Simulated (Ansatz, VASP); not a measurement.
ZnO in VASP and in Ansatz

INCAR

```
ALGO = Normal
EDIFF = 1E-6
ENCUT = 520
GGA = PE
ISIF = 2
ISMEAR = -1
LASPH = True
LCHARG = False
LREAL = False
LWAVE = False
NBANDS = 26
NELM = 100
PREC = Accurate
SIGMA = 0.02
```

KPOINTS

```
k-points
0
Gamma
  12 12 6
```

Contents of POSCAR:

```
ZnO
1.0
    3.2353408661      0.0000000001      0.0000000000
   -1.6176704331      2.8018873799      0.0000000000
    0.0000000000      0.0000000000      5.1426883557
Zn O
2 2
Direct
    0.3333333333      0.6666666667     -0.0041254346
    0.6666666667      0.3333333333      0.4958745654
    0.3333333333      0.6666666667      0.3791254346
    0.6666666667      0.3333333333      0.8791254346
```

Input for Ansatz:

```yaml
crystal:
  lattice:
    - [3.2353408661, 1.0e-10, 0.0]
    - [-1.6176704331, 2.8018873799, 0.0]
    - [0.0, 0.0, 5.1426883557]
  atoms:
    - { symbol: Zn, position: [0.3333333333, 0.6666666667, -0.0041254346] }
    - { symbol: Zn, position: [0.6666666667, 0.3333333333, 0.4958745654] }
    - { symbol: O, position: [0.3333333333, 0.6666666667, 0.3791254346] }
    - { symbol: O, position: [0.6666666667, 0.3333333333, 0.8791254346] }
kpoints:
  mp_grid: { grid: [12, 12, 6] }
  band_path:
    path:
      - [0.0, 0.0, 0.0]
      - [0.5, 0.0, 0.0]
      - [0.3333333333, 0.3333333333, 0.0]
      - [0.0, 0.0, 0.5]
      - [0.5, 0.0, 0.5]
      - [0.3333333333, 0.3333333333, 0.5]
    npoints: 1
hamiltonian:
  xc: pbe
scf:
  occupations: { method: fermi_dirac, width: 0.02 }
  n_extra_bands: 5
output:
  forces: true
  stress: true
  eigenvalues: true
```

Change from the starting cell: uniaxial_z strain -1.3%.

Alike in both runs: task single point; functional PBE; k mesh 12 × 12 × 6; occupations fermi-dirac, width 0.02 eV; no spin polarisation.

|  | VASP | Ansatz |
| --- | --- | --- |
| version | VASP 6.6.1 | Ansatz 0.2.0 |
| potentials or method | VASP PAW PBE potentials, release 64 (Zn, O) | plane waves, PAW |
| plane-wave cutoff (eV) | 520 | 420 |
| valence electrons in the cell | 36 | 36 |

Ansatz gave:

* gap on the k mesh at the Fermi level (eV): 0.84
* pressure (GPa): 8.1
* largest component of the traceless stress (GPa): 0.94
* rms of the force components (eV/Å): 0.002

Task: Which values does VASP return?

Result: gap on the k mesh at the Fermi level (eV): 0.83; pressure (GPa): 9.3; largest component of the traceless stress (GPa): 0.93; rms of the force components (eV/Å): 0.003.

Atom by atom the forces differ by 0.001 eV/Å (rms over components). The functional is the same, so the differences come from potentials, cutoffs and numerics.
